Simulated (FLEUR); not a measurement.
# Sn (Fd-3m) in FLEUR: notebook, part 2 of 2

FLEUR MaX-R8.1 (later development tree). The steps go on from the part before.

## 3. Equation of state, r2SCAN, 31.77 Å³/atom (volume scaled by 0.94)

File inp.xml:

```xml
<?xml version="1.0" encoding="UTF-8" standalone="no"?>
<fleurInput fleurInputVersion="0.39">
   <comment>
      Sn                                                                                                  
   </comment>
   <calculationSetup>
      <cutoffs Kmax="4.12" Gmax="12.8" GmaxXC="12.8" numbands="0"/>
      <scfLoop itmax="60" minDistance="0.00001" maxIterBroyd="15" imix="Anderson" alpha="0.05" precondParam="0.0" spinf="2.0" sdNocoIR="T"/>
      <coreElectrons ctail="F" frcor="F" kcrel="0" coretail_lmax="0"/>
      <xcFunctional name="LibXC" relativisticCorrections="F">
         <LibXCName exchange="mgga_x_r2scan" correlation="mgga_c_r2scan"/>
         <AuxGGA exchange="117" correlation="130"/>
      </xcFunctional>
      <magnetism jspins="1"/>
      <soc l_soc="F" theta="0.0" phi="0.0" spav="F"/>
      <expertModes spex="0" secvar="F"/>
      <geometryOptimization l_f="F" forcealpha="1.0" forcemix="BFGS" epsdisp="0.00001" epsforce="0.00001"/>
      <ldaU l_linMix="F" mixParam="0.05" spinf="1.0"/>
   </calculationSetup>
   <cell>
      <bzIntegration valenceElectrons="44.0" mode="hist" fermiSmearingEnergy="0.00183747">
         <kPointListSelection listName="default-1"/>
         <!-- k-points included here -->
         <xi:include xmlns:xi="http://www.w3.org/2001/XInclude" href="kpts.xml"> </xi:include>
      </bzIntegration>
      <!-- symmetry operations included here -->
      <xi:include xmlns:xi="http://www.w3.org/2001/XInclude" href="sym.xml"> </xi:include>
      <bulkLattice scale="0.9795861087">
         <bravaisMatrix>
            <row-1>    0.0000000000000000     6.1101323589473129     6.1101323589473129</row-1>
            <row-2>    6.1101323589473129     0.0000000000000000     6.1101323589473129</row-2>
            <row-3>    6.1101323589473129     6.1101323589473129     0.0000000000000000</row-3>
         </bravaisMatrix>
      </bulkLattice>
   </cell>
   <atomSpecies>
      <species name="Tin (Sn)" element="Sn" atomicNumber="50">
         <mtSphere radius="2.38" gridPoints="811" logIncrement="0.016"/>
         <atomicCutoffs lmax="10" lnonsphr="8"/>
         <electronConfig flipSpins="F">
            <coreConfig>(1s1/2) (2s1/2) (2p1/2) (2p3/2) (3s1/2) (3p1/2) (3p3/2) (3d3/2) (3d5/2)</coreConfig>
            <valenceConfig>(4s1/2) (4p1/2) (4p3/2) (5s1/2) (4d3/2) (4d5/2) (5p1/2) (5p3/2)</valenceConfig>
            <stateOccupation state="(5p1/2)" spinUp="0.333333" spinDown="0.333333"/>
            <stateOccupation state="(5p3/2)" spinUp="0.666667" spinDown="0.666667"/>
         </electronConfig>
         <energyParameters s="5" p="5" d="4" f="4"/>
         <lo type="SCLO" l="0" n="4" eDeriv="0"/>
         <lo type="SCLO" l="1" n="4" eDeriv="0"/>
         <lo type="SCLO" l="1" n="4" eDeriv="1"/>
         <lo type="SCLO" l="2" n="4" eDeriv="2"/>
         <lo type="SCLO" l="3" n="4" eDeriv="2"/>
      </species>
   </atomSpecies>
   <atomGroups>
      <atomGroup species="Tin (Sn)">
         <relPos label="                   1">-3.000/8.000 -3.000/8.000 -3.000/8.000</relPos>
         <relPos label="                   2">3.000/8.000 3.000/8.000 3.000/8.000</relPos>
         <force calculate="T" relaxXYZ="TTT"/>
      </atomGroup>
   </atomGroups>
   <output dos="F" band="F" slice="F">
      <checks vchk="F" cdinf="F"/>
      <bandDOS minEnergy="-.5*Htr" maxEnergy="0.5*Htr" sigma="0.015" storeEVData="T"/>
      <vacuumDOS vacdos="F" integ="F" star="F" nstars="0" locx1="0.0" locy1="0.0" locx2="0.0" locy2="0.0" nstm="0" tworkf="0.0"/>
      <unfoldingBand unfoldBand="F" supercellX="1" supercellY="1" supercellZ="1"/>
      <plotting iplot="0" polar="F">
         <plot TwoD="T" vec1="  1.0  0.0  0.0" vec2="  0.0  1.0  0.0" vec3="  0.0  0.0  1.0" zero="  0.0  0.0  0.0" file="plot"/>
      </plotting>
      <chargeDensitySlicing numkpt="0" minEigenval="0.0" maxEigenval="0.0" nnne="0" pallst="F"/>
      <specialOutput eonly="F"/>
      <moessbauerParams electricFieldGradient="T" isomerShift="T" coreHyperfine="T" valenceHyperfine="T"/>
      <magneticCircularDichroism mcd="F" energyLo="-10.0" energyUp="0.0"/>
   </output>
  <!-- We include the file relax.xml here to enable relaxations (see documentation) -->
  <xi:include xmlns:xi="http://www.w3.org/2001/XInclude" href="relax.xml"> <xi:fallback/> </xi:include>
</fleurInput>
```

Potentials or basis: all-electron, FLAPW.

Started as:

```
inpgen -f crystal.txt -profile fastHighL
# inp.xml edited to the form shown
fleur_MPI
```

The log of the run:

```text
Welcome to FLEUR        (www.flapw.de)
      MaX-Release 8.1          (www.max-centre.eu)
 func_ids         498         497         498         497
 MetaGGA potential functional detected - V_tau will be computed
 Auxiliary Potential for radial basis: exchange=         117  correlation=         130
The functional 'Re-regularized SCAN exchange by Furness et al' is an exchange functional, it belongs to the 'MGGA' family and is defined in the reference(s):
[1] J. W. Furness, A. D. Kaplan, J. Ning, J. P. Perdew, and J. Sun.,  J. Phys. Chem. Lett. 11, 8208-8215 (2020)
[2] J. W. Furness, A. D. Kaplan, J. Ning, J. P. Perdew, and J. Sun.,  J. Phys. Chem. Lett. 11, 9248-9248 (2020)
The functional 'Re-regularized SCAN correlation by Furness et al' is a correlation functional, it belongs to the 'MGGA' family and is defined in the reference(s):
[1] J. W. Furness, A. D. Kaplan, J. Ning, J. P. Perdew, and J. Sun.,  J. Phys. Chem. Lett. 11, 8208-8215 (2020)
[2] J. W. Furness, A. D. Kaplan, J. Ning, J. P. Perdew, and J. Sun.,  J. Phys. Chem. Lett. 11, 9248-9248 (2020)
 Using same functional for VXC and EXC

 ========== k-point set info ==========
 Selected k-point list: default-1
 k-point list type: mesh
 7 x 7 x 7
 Number of k points: 20

 ------------Calculation Setup---------------------------
 Number of MPI-tasks      :            1
 Number of PE/node        :            1
 Number of OMP-threads    :            1
 Most efficient MPI parallelization for:
           1           2           4           5          10          20
 Additional eigenvalue parallelization possible
 Number of basis functions:          601
 Approximate size of matrices (H+S) per k-point:         0.005 GB
 --------------------------------------------------------
The functional 'Hammer, Hansen, and Norskov' is an exchange functional, it belongs to the 'GGA' family and is defined in the reference(s):
[1] B. Hammer, L. B. Hansen, and J. K. Nørskov.,  Phys. Rev. B 59, 7413 (1999)
The functional 'Perdew, Burke & Ernzerhof' is a correlation functional, it belongs to the 'GGA' family and is defined in the reference(s):
[1] J. P. Perdew, K. Burke, and M. Ernzerhof.,  Phys. Rev. Lett. 77, 3865 (1996)
[2] J. P. Perdew, K. Burke, and M. Ernzerhof.,  Phys. Rev. Lett. 78, 1396 (1997)
 Using same functional for VXC and EXC
 Using auxiliary GGA potential for the first iteration of MetaGGA calculation.
 Reset of history
 Reset of history
 Iteration:     1   Distance:      23.02233641 me/bohr^3
The functional 'Hammer, Hansen, and Norskov' is an exchange functional, it belongs to the 'GGA' family and is defined in the reference(s):
[1] B. Hammer, L. B. Hansen, and J. K. Nørskov.,  Phys. Rev. B 59, 7413 (1999)
The functional 'Perdew, Burke & Ernzerhof' is a correlation functional, it belongs to the 'GGA' family and is defined in the reference(s):
[1] J. P. Perdew, K. Burke, and M. Ernzerhof.,  Phys. Rev. Lett. 77, 3865 (1996)
[2] J. P. Perdew, K. Burke, and M. Ernzerhof.,  Phys. Rev. Lett. 78, 1396 (1997)
 Using same functional for VXC and EXC
 Iteration:     2   Distance:      21.73232224 me/bohr^3
The functional 'Hammer, Hansen, and Norskov' is an exchange functional, it belongs to the 'GGA' family and is defined in the reference(s):
[1] B. Hammer, L. B. Hansen, and J. K. Nørskov.,  Phys. Rev. B 59, 7413 (1999)
The functional 'Perdew, Burke & Ernzerhof' is a correlation functional, it belongs to the 'GGA' family and is defined in the reference(s):
[1] J. P. Perdew, K. Burke, and M. Ernzerhof.,  Phys. Rev. Lett. 77, 3865 (1996)
[2] J. P. Perdew, K. Burke, and M. Ernzerhof.,  Phys. Rev. Lett. 78, 1396 (1997)
 Using same functional for VXC and EXC
 Iteration:     3   Distance:      20.63052255 me/bohr^3
The functional 'Hammer, Hansen, and Norskov' is an exchange functional, it belongs to the 'GGA' family and is defined in the reference(s):
[1] B. Hammer, L. B. Hansen, and J. K. Nørskov.,  Phys. Rev. B 59, 7413 (1999)
The functional 'Perdew, Burke & Ernzerhof' is a correlation functional, it belongs to the 'GGA' family and is defined in the reference(s):
[1] J. P. Perdew, K. Burke, and M. Ernzerhof.,  Phys. Rev. Lett. 77, 3865 (1996)
[2] J. P. Perdew, K. Burke, and M. Ernzerhof.,  Phys. Rev. Lett. 78, 1396 (1997)
 Using same functional for VXC and EXC
 Iteration:     4   Distance:       0.83130877 me/bohr^3
The functional 'Hammer, Hansen, and Norskov' is an exchange functional, it belongs to the 'GGA' family and is defined in the reference(s):
[1] B. Hammer, L. B. Hansen, and J. K. Nørskov.,  Phys. Rev. B 59, 7413 (1999)
The functional 'Perdew, Burke & Ernzerhof' is a correlation functional, it belongs to the 'GGA' family and is defined in the reference(s):
[1] J. P. Perdew, K. Burke, and M. Ernzerhof.,  Phys. Rev. Lett. 77, 3865 (1996)
[2] J. P. Perdew, K. Burke, and M. Ernzerhof.,  Phys. Rev. Lett. 78, 1396 (1997)
 Using same functional for VXC and EXC
 Iteration:     5   Distance:       0.74929470 me/bohr^3
The functional 'Hammer, Hansen, and Norskov' is an exchange functional, it belongs to the 'GGA' family and is defined in the reference(s):
[1] B. Hammer, L. B. Hansen, and J. K. Nørskov.,  Phys. Rev. B 59, 7413 (1999)
The functional 'Perdew, Burke & Ernzerhof' is a correlation functional, it belongs to the 'GGA' family and is defined in the reference(s):
[1] J. P. Perdew, K. Burke, and M. Ernzerhof.,  Phys. Rev. Lett. 77, 3865 (1996)
[2] J. P. Perdew, K. Burke, and M. Ernzerhof.,  Phys. Rev. Lett. 78, 1396 (1997)
 Using same functional for VXC and EXC
 Iteration:     6   Distance:       0.28796503 me/bohr^3
The functional 'Hammer, Hansen, and Norskov' is an exchange functional, it belongs to the 'GGA' family and is defined in the reference(s):
[1] B. Hammer, L. B. Hansen, and J. K. Nørskov.,  Phys. Rev. B 59, 7413 (1999)
The functional 'Perdew, Burke & Ernzerhof' is a correlation functional, it belongs to the 'GGA' family and is defined in the reference(s):
[1] J. P. Perdew, K. Burke, and M. Ernzerhof.,  Phys. Rev. Lett. 77, 3865 (1996)
[2] J. P. Perdew, K. Burke, and M. Ernzerhof.,  Phys. Rev. Lett. 78, 1396 (1997)
 Using same functional for VXC and EXC
 Iteration:     7   Distance:       0.03740962 me/bohr^3
The functional 'Hammer, Hansen, and Norskov' is an exchange functional, it belongs to the 'GGA' family and is defined in the reference(s):
[1] B. Hammer, L. B. Hansen, and J. K. Nørskov.,  Phys. Rev. B 59, 7413 (1999)
The functional 'Perdew, Burke & Ernzerhof' is a correlation functional, it belongs to the 'GGA' family and is defined in the reference(s):
[1] J. P. Perdew, K. Burke, and M. Ernzerhof.,  Phys. Rev. Lett. 77, 3865 (1996)
[2] J. P. Perdew, K. Burke, and M. Ernzerhof.,  Phys. Rev. Lett. 78, 1396 (1997)
 Using same functional for VXC and EXC
 Iteration:     8   Distance:       0.03487665 me/bohr^3
The functional 'Hammer, Hansen, and Norskov' is an exchange functional, it belongs to the 'GGA' family and is defined in the reference(s):
[1] B. Hammer, L. B. Hansen, and J. K. Nørskov.,  Phys. Rev. B 59, 7413 (1999)
The functional 'Perdew, Burke & Ernzerhof' is a correlation functional, it belongs to the 'GGA' family and is defined in the reference(s):
[1] J. P. Perdew, K. Burke, and M. Ernzerhof.,  Phys. Rev. Lett. 77, 3865 (1996)
[2] J. P. Perdew, K. Burke, and M. Ernzerhof.,  Phys. Rev. Lett. 78, 1396 (1997)
 Using same functional for VXC and EXC
 Iteration:     9   Distance:       0.00378967 me/bohr^3
The functional 'Hammer, Hansen, and Norskov' is an exchange functional, it belongs to the 'GGA' family and is defined in the reference(s):
[1] B. Hammer, L. B. Hansen, and J. K. Nørskov.,  Phys. Rev. B 59, 7413 (1999)
The functional 'Perdew, Burke & Ernzerhof' is a correlation functional, it belongs to the 'GGA' family and is defined in the reference(s):
[1] J. P. Perdew, K. Burke, and M. Ernzerhof.,  Phys. Rev. Lett. 77, 3865 (1996)
[2] J. P. Perdew, K. Burke, and M. Ernzerhof.,  Phys. Rev. Lett. 78, 1396 (1997)
 Using same functional for VXC and EXC
 Iteration:    10   Distance:       0.00294110 me/bohr^3
The functional 'Hammer, Hansen, and Norskov' is an exchange functional, it belongs to the 'GGA' family and is defined in the reference(s):
[1] B. Hammer, L. B. Hansen, and J. K. Nørskov.,  Phys. Rev. B 59, 7413 (1999)
The functional 'Perdew, Burke & Ernzerhof' is a correlation functional, it belongs to the 'GGA' family and is defined in the reference(s):
[1] J. P. Perdew, K. Burke, and M. Ernzerhof.,  Phys. Rev. Lett. 77, 3865 (1996)
[2] J. P. Perdew, K. Burke, and M. Ernzerhof.,  Phys. Rev. Lett. 78, 1396 (1997)
 Using same functional for VXC and EXC
 Iteration:    11   Distance:       0.00068276 me/bohr^3
The functional 'Hammer, Hansen, and Norskov' is an exchange functional, it belongs to the 'GGA' family and is defined in the reference(s):
[1] B. Hammer, L. B. Hansen, and J. K. Nørskov.,  Phys. Rev. B 59, 7413 (1999)
The functional 'Perdew, Burke & Ernzerhof' is a correlation functional, it belongs to the 'GGA' family and is defined in the reference(s):
[1] J. P. Perdew, K. Burke, and M. Ernzerhof.,  Phys. Rev. Lett. 77, 3865 (1996)
[2] J. P. Perdew, K. Burke, and M. Ernzerhof.,  Phys. Rev. Lett. 78, 1396 (1997)
 Using same functional for VXC and EXC
 Iteration:    12   Distance:       0.00007373 me/bohr^3
The functional 'Hammer, Hansen, and Norskov' is an exchange functional, it belongs to the 'GGA' family and is defined in the reference(s):
[1] B. Hammer, L. B. Hansen, and J. K. Nørskov.,  Phys. Rev. B 59, 7413 (1999)
The functional 'Perdew, Burke & Ernzerhof' is a correlation functional, it belongs to the 'GGA' family and is defined in the reference(s):
[1] J. P. Perdew, K. Burke, and M. Ernzerhof.,  Phys. Rev. Lett. 77, 3865 (1996)
[2] J. P. Perdew, K. Burke, and M. Ernzerhof.,  Phys. Rev. Lett. 78, 1396 (1997)
 Using same functional for VXC and EXC
 Iteration:    13   Distance:       0.00003933 me/bohr^3
The functional 'Hammer, Hansen, and Norskov' is an exchange functional, it belongs to the 'GGA' family and is defined in the reference(s):
[1] B. Hammer, L. B. Hansen, and J. K. Nørskov.,  Phys. Rev. B 59, 7413 (1999)
The functional 'Perdew, Burke & Ernzerhof' is a correlation functional, it belongs to the 'GGA' family and is defined in the reference(s):
[1] J. P. Perdew, K. Burke, and M. Ernzerhof.,  Phys. Rev. Lett. 77, 3865 (1996)
[2] J. P. Perdew, K. Burke, and M. Ernzerhof.,  Phys. Rev. Lett. 78, 1396 (1997)
 Using same functional for VXC and EXC
 Iteration:    14   Distance:       0.00000348 me/bohr^3

 ********************************************************************
 Run finished successfully
 Stop message:
   all done
 ********************************************************************
```

Run time: 41 s. Hardware: 1 thread of Arm Neoverse V1, shared host; peak memory 0.08 GiB.

What came out:

```
Free energy                                           : -336287.3571 eV
Band gap on the k mesh                                : 0.20 eV, direct
Valence electrons inside the program's atomic spheres : Sn 19.69 (radii Sn 2.38 bohr)
```

Caveat: the meta-GGA is that of a development version, with a GGA for the radial functions and cores and without core tails; spin-orbit coupling is left out, which moves the levels of the heavy elements; an odd mesh through Γ misses points on the zone boundary, where band edges often lie.

## 4. Equation of state, r2SCAN, 32.45 Å³/atom (volume scaled by 0.96)

Edit inp.xml of step 3 so:

```diff
@@ -27,3 +27,3 @@
       <xi:include xmlns:xi="http://www.w3.org/2001/XInclude" href="sym.xml"> </xi:include>
-      <bulkLattice scale="0.9795861087">
+      <bulkLattice scale="0.9864848297">
          <bravaisMatrix>
```

Started as:

```
inpgen -f crystal.txt -profile fastHighL
# inp.xml edited to the form shown
fleur_MPI
```

Run time: 43 s. Hardware: 1 thread of Arm Neoverse V1, shared host; peak memory 0.08 GiB.

The run converged. Its results:

| Property | Result |
| --- | --- |
| Free energy | -336287.4023 eV |
| Band gap on the k mesh | none (metal or under the smearing width) |
| Valence electrons inside the program's atomic spheres | Sn 19.67 (radii Sn 2.38 bohr) |

Caveat: the meta-GGA is that of a development version, with a GGA for the radial functions and cores and without core tails.

## 5. Equation of state, r2SCAN, 33.80 Å³/atom

Edit inp.xml of step 4 so:

```diff
@@ -27,3 +27,3 @@
       <xi:include xmlns:xi="http://www.w3.org/2001/XInclude" href="sym.xml"> </xi:include>
-      <bulkLattice scale="0.9864848297">
+      <bulkLattice scale="1.0000000000">
          <bravaisMatrix>
```

Started as:

```
inpgen -f crystal.txt -profile fastHighL
# inp.xml edited to the form shown
fleur_MPI
```

Run time: 53 s. Hardware: 1 thread of Arm Neoverse V1, shared host; peak memory 0.08 GiB.

It converged, with:

| Item | Value |
| --- | --- |
| Free energy | -336287.4601 eV |
| Band gap on the k mesh | none (metal or under the smearing width) |
| Valence electrons inside the program's atomic spheres | Sn 19.65 (radii Sn 2.38 bohr) |

Caveat: the meta-GGA is that of a development version, with a GGA for the radial functions and cores and without core tails.

## 6. Equation of state, r2SCAN, 35.16 Å³/atom (volume scaled by 1.04)

Edit inp.xml of step 5 so:

```diff
@@ -27,3 +27,3 @@
       <xi:include xmlns:xi="http://www.w3.org/2001/XInclude" href="sym.xml"> </xi:include>
-      <bulkLattice scale="1.0000000000">
+      <bulkLattice scale="1.0131594038">
          <bravaisMatrix>
```

Potentials or basis: all-electron, FLAPW.

Started as:

```
inpgen -f crystal.txt -profile fastHighL
# inp.xml edited to the form shown
fleur_MPI
```

Wall time 52 s (1 thread of Arm Neoverse V1, shared host); peak memory 0.08 GiB.

The run converged. Its results:

```
Free energy                                           : -336287.4823 eV
Band gap on the k mesh                                : none (metal or under the smearing width)
Valence electrons inside the program's atomic spheres : Sn 19.62 (radii Sn 2.38 bohr)
```

Caveat: the meta-GGA is that of a development version, with a GGA for the radial functions and cores and without core tails.

## 7. Equation of state, r2SCAN, 35.83 Å³/atom (volume scaled by 1.06)

Edit inp.xml of step 6 so:

```diff
@@ -27,3 +27,3 @@
       <xi:include xmlns:xi="http://www.w3.org/2001/XInclude" href="sym.xml"> </xi:include>
-      <bulkLattice scale="1.0131594038">
+      <bulkLattice scale="1.0196128224">
          <bravaisMatrix>
```

Started as:

```
inpgen -f crystal.txt -profile fastHighL
# inp.xml edited to the form shown
fleur_MPI
```

It took 52 s on 1 thread of Arm Neoverse V1, shared host; peak memory 0.08 GiB.

The run converged. Its results:

```yaml
Free_energy: -336287.4817 eV
Band_gap_on_the_k_mesh: none (metal or under the smearing width)
Valence_electrons_inside_the_program's_atomic_spheres: Sn 19.61 (radii Sn 2.38 bohr)
```

Caveat: the meta-GGA is that of a development version, with a GGA for the radial functions and cores and without core tails.

## 8. Equation of state, r2SCAN

No new run: the results of the series are fitted here.

What came out:

| Quantity | Value |
| --- | --- |
| Equilibrium volume | 35.45 Å³/atom |
| Bulk modulus | 43 GPa |

Energy against volume, from the lowest point:
| volume (Å³/atom) | energy (meV/atom) |
| --- | --- |
| 31.775 | 62.59 |
| 32.451 | 39.96 |
| 33.803 | 11.10 |
| 35.155 | 0.00 |
| 35.831 | 0.29 |

Caveat: the meta-GGA is that of a development version, with a GGA for the radial functions and cores and without core tails.
